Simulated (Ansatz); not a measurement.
The calculation used Ansatz, DFT PBE, scalar-relativistic, plane waves, PAW. All cells share a 420 eV cutoff and Γ-centred k meshes spaced at most about 0.3 Å⁻¹ (about 0.25 or finer for metals, 2π included). No spin polarisation.

Each guess is relaxed in cell and atoms at zero pressure, on a coarse mesh first where it starts far from rest and then on a converged one. The steps can't lower the symmetry of the start, but it can rise. Energies are static (0 K, no zero-point motion).

Two unrelaxed guesses for In4P:

A.

Space group I-43m (No. 217). a = 6.879 Å, b = 6.879 Å, c = 6.879 Å, α = 90.00°, β = 90.00°, γ = 90.00°
```csv
atom,site,symmetry,x,y,z
In,8c,.3m,0.3732,0.3732,0.6268
P,2a,-43m,0.0000,0.0000,0.0000
```

B.

Space group Im-3m (No. 229). a = 6.267 Å, b = 6.267 Å, c = 6.267 Å, α = 90.00°, β = 90.00°, γ = 90.00°
| atom | site | symmetry | x | y | z |
| --- | --- | --- | --- | --- | --- |
| In | 8c | .-3m | 0.2500 | 0.2500 | 0.7500 |
| P | 2a | m-3m | 0.0000 | 0.0000 | 0.0000 |

Task: Do they relax into the same structure? If not, which is lower?

Result: Yes. Both fall into one structure. A: I-43m at 32.6 Å³/atom → Im-3m at 28.7 Å³/atom; B: Im-3m at 24.6 Å³/atom → Im-3m at 28.7 Å³/atom. Conventional cell: a = 6.598 Å. In has 2 P at 2.86 Å and 6 In at 3.30 Å; P is surrounded by 8 In at 2.86 Å.

```cif
data_structure
_symmetry_space_group_name_H-M 'Im-3m'
_symmetry_Int_Tables_number 229
_cell_length_a 6.5980
_cell_length_b 6.5980
_cell_length_c 6.5980
_cell_angle_alpha 90.000
_cell_angle_beta 90.000
_cell_angle_gamma 90.000
_cell_volume 287.23
loop_
_atom_site_label
_atom_site_type_symbol
_atom_site_symmetry_multiplicity
_atom_site_Wyckoff_symbol
_atom_site_fract_x
_atom_site_fract_y
_atom_site_fract_z
_atom_site_occupancy
In1 In 8 c 0.25000 0.25000 0.75000 1
P1 P 2 a 0.00000 0.00000 0.00000 1
```

Ends held by symmetry can be saddle points. Even the lowest of the cells shown lies +0.22 eV/atom against the elements. Some candidate types were left out of the draw beforehand, so a known form may be missing.
